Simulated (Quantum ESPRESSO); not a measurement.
BaZrO3:

```
CELL_PARAMETERS angstrom
4.19134 0.00000 0.00000
0.00000 4.19134 0.00000
0.00000 0.00000 4.19134
ATOMIC_POSITIONS crystal
Ba 0.00000 0.00000 0.00000
Zr 0.50000 0.50000 0.50000
O 0.50000 0.50000 0.00000
O 0.50000 0.00000 0.50000
O 0.00000 0.50000 0.50000
```

Program: Quantum ESPRESSO 7.5. Alike in all runs: task dielectric tensor; no spin polarisation; cell as given; smearing fermi-dirac 0.05 eV.

Question: Order these runs on this cell by their pressure, lowest first.
A. level PBE; potentials or basis GBRV 1.5 PBE; k mesh 2 × 2 × 2; cutoff (eV) 612; mesh quality coarse
B. level LDA; potentials or basis PseudoDojo 0.4.1 SR LDA standard; k mesh 6 × 6 × 6; cutoff (eV) 1143; form of the LDA correlation PW92; mesh quality not flagged
C. level PBE; potentials or basis GBRV 1.5 PBE; k mesh 8 × 8 × 8; cutoff (eV) 612; mesh quality not flagged
D. level LDA; potentials or basis PseudoDojo 0.4.1 SR LDA standard; k mesh 2 × 2 × 2; cutoff (eV) 1143; form of the LDA correlation PW92; mesh quality coarse

Answer: B (-4.9 GPa), D (-3.2 GPa), C (4.5 GPa), A (6.2 GPa).

Caveats: some runs use coarse meshes; the cell is more than 3 GPa from zero pressure, which shifts response properties; this release of the barium file is off (some runs); on a mesh that holds Γ this program's dielectric tensor can be off by some percent beyond the error of the mesh (some runs).
